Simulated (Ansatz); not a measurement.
CaF₂ (fluorite)

```yaml
crystal:
  lattice:
    - [0.00000, 2.75548, 2.75548]
    - [2.75548, 0.00000, 2.75548]
    - [2.75548, 2.75548, 0.00000]
  atoms:
    - { symbol: Ca, position: [0.00000, 0.00000, 0.00000] }
    - { symbol: F, position: [0.25000, 0.25000, 0.25000] }
    - { symbol: F, position: [0.75000, 0.75000, 0.75000] }
```

Scan: atom 3 (F, nearest neighbour Ca at 2.386 Å; its periodic images, 3.9 Å or more away, move with it) is displaced along Cartesian [111], direction (0.577, 0.577, 0.577) in Cartesian axes, by s. The other atoms stay.

These are PBE (plane waves to 420 eV, PAW, scalar-relativistic; Ansatz, a program for electronic structure) values and carry that method's errors. k mesh 8×8×8 (Γ-centred), Fermi-Dirac smearing 0.05 eV. E stands for the smeared free energy. CaF2 was relaxed with its symmetry unable to fall. ΔE is measured from the undisplaced structure.

```
s (Å)   ΔE (meV/cell)
------  -------------
-0.240          100.8
-0.192           66.7
-0.144           38.9
-0.096           17.9
-0.048            4.7
0.000             0.0
0.048             5.0
0.096            21.1
0.144        withheld
0.192            92.6
0.240           152.3
```

Fit a polynomial form (powers 2, 3, 4) to the given rows and predict ΔE at s = 0.144.

Least squares on the 10 given rows: ΔE = (2102)·s² + (1855)·s³ + (1650)·s⁴, in meV/cell with s in Å; root-mean-square residual 0.11 meV/cell. At 0.144 the fit gives 49.8 meV/cell; the calculation gives 49.6 meV/cell, so the interpolation is off by 0.2 (+0.4 %). The quadratic term alone would give 43.6 meV/cell.

(For displaced atoms, the force is minus the slope of the energy, and its curvature is a force constant, which sets phonon frequencies.)
